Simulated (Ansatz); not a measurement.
A 3-atom cell of HfS2 (P-3m1) from a materials database, relaxed with r2SCAN+rVV10 in the PAW code Ansatz. It is trigonal, P-3m1 (No. 164); conventional cell a = 3.630 Å, c = 5.879 Å, 22.36 Å³ an atom. Around Hf lie 6 S at 2.54 Å; around S lie 3 Hf at 2.54 Å.

The axes x, y and z are those of this cell:
```yaml
crystal:
  lattice:
    - [3.63025, 0.00000, 0.00000]
    - [-1.81512, 3.14388, 0.00000]
    - [0.00000, 0.00000, 5.87871]
  atoms:
    - { symbol: Hf, position: [0.00000, 0.00000, 0.00000] }
    - { symbol: S, position: [0.66667, 0.33333, 0.75538] }
    - { symbol: S, position: [0.33333, 0.66667, 0.24462] }
```

Unstrained: The PBE gap is indirect, 1.027 eV (k = (-0.083, 0.003, 0.003) to L), below the direct gap of 1.893 eV at k = (0, 1/4, 1/4). With r2SCAN the valence top lies at k = (-0.083, 0.003, 0.003) and the conduction bottom at L, 1.345 eV higher; the smallest vertical gap, at k = (0, 1/4, 1/4), is 2.241 eV. With HSE06 the valence top lies at k = (-0.083, 0.003, 0.003) and the conduction bottom at L, 1.851 eV higher; the smallest vertical gap, at k = (0, 1/4, 1/4), is 2.821 eV. Meshes: PBE 12×12×4, r2SCAN 12×12×4, HSE06 6×6×4. Strains are changes of length per length. After each strain the atoms were relaxed again with r2SCAN+rVV10 within the symmetry that the strain leaves, so tilts or polar shifts that break it weren't tested; points keep the names that they have in the unstrained zone. No spin polarisation and no zero-point or thermal motion.

Q: For epitaxial +1.1 % in the xy plane, how far does the free direction move, and what happens to the gap?

A: The normal strain at zero normal stress is -0.55 %, 0.50 of the in-plane strain with the sign turned. PBE: the gap goes from 1.027 to 1.079 eV (+0.052 eV); the edges go from (-0.083, 0.003, 0.003) → L to (-0.089, 0.042, 0) → L. r2SCAN: the gap goes from 1.345 to 1.396 eV (+0.051 eV); the edges go from (-0.083, 0.003, 0.003) → L to (-0.089, 0.042, 0) → L. HSE06: the gap goes from 1.851 to 1.911 eV (+0.060 eV); the edges go from (-0.083, 0.003, 0.003) → L to (-0.089, 0.042, 0) → L.

Q: Estimate what uniaxial -3.51 % along z, other directions held does to the gap.

A: PBE: the gap goes from 1.027 to 0.848 eV (-0.179 eV); the edges go from (-0.083, 0.003, 0.003) → L to Γ → L. r2SCAN: the gap goes from 1.345 to 1.158 eV (-0.187 eV); the edges go from (-0.083, 0.003, 0.003) → L to Γ → L. HSE06: the gap goes from 1.851 to 1.652 eV (-0.199 eV); the edges go from (-0.083, 0.003, 0.003) → L to Γ → L.

Spin-orbit coupling is left out, which matters wherever the heavy atoms make up the band edges.

Where an edge lies off the special points, it is a point of the mesh or the k point where a search put PBE's edge or least direct gap, reused for the other functionals, whose own edges may lie a little apart.

Coordinates of k points refer to the reciprocal vectors of the primitive cell of the runs.

The meshes of the hybrids are coarse, so their gaps aren't converged to the digits shown.
